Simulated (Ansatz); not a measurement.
## Moving the choice of potentials or basis in C

```cif
data_structure
_symmetry_space_group_name_H-M 'P6_3/mmc'
_symmetry_Int_Tables_number 194
_cell_length_a 2.5221
_cell_length_b 2.5221
_cell_length_c 12.3557
_cell_angle_alpha 90.000
_cell_angle_beta 90.000
_cell_angle_gamma 120.000
_cell_volume 68.06
loop_
_atom_site_label
_atom_site_type_symbol
_atom_site_symmetry_multiplicity
_atom_site_Wyckoff_symbol
_atom_site_fract_x
_atom_site_fract_y
_atom_site_fract_z
_atom_site_occupancy
C1 C 4 f 0.66667 0.33333 0.35417 1
C2 C 4 f 0.66667 0.33333 0.47917 1
C3 C 4 e 0.00000 0.00000 0.81250 1
```

Kept alike: task band structure; functional PBE; k mesh 12 × 12 × 3; occupations fermi-dirac, width 0.05 eV; no spin polarisation. Program: Ansatz. Cutoffs run from 612 to 1116 eV. The mesh is that of the run's cell of 12 atoms. No spin-orbit coupling.

| choice of potentials or basis | band gap (eV) | pressure (GPa) |
| --- | --- | --- |
| Ansatz NC | 4.371 | 2.02 |
| Ansatz PAW (files of its older set among them) | 4.364 | 2.05 |
| JTH PAW | 4.357 | 1.42 |
| PseudoDojo standard (PBE files) | 4.415 | 2.44 |
| PseudoDojo stringent (PBE files) | 4.415 | 2.44 |
| SPMS NC | 4.415 | 2.57 |
| SSSP efficiency PAW | 4.375 | 2.56 |

Pressure is positive in compression, with a Pulay correction for the finite cutoff. Gaps are the smaller of the mesh's and the band path's.

**Question.** What does the choice of potentials or basis change here?

**Answer.** The band gap runs from 4.357 (JTH PAW) to 4.415 eV (PseudoDojo standard (PBE files); PseudoDojo stringent (PBE files); SPMS NC). The pressure runs from 1.42 (JTH PAW) to 2.57 GPa (SPMS NC).
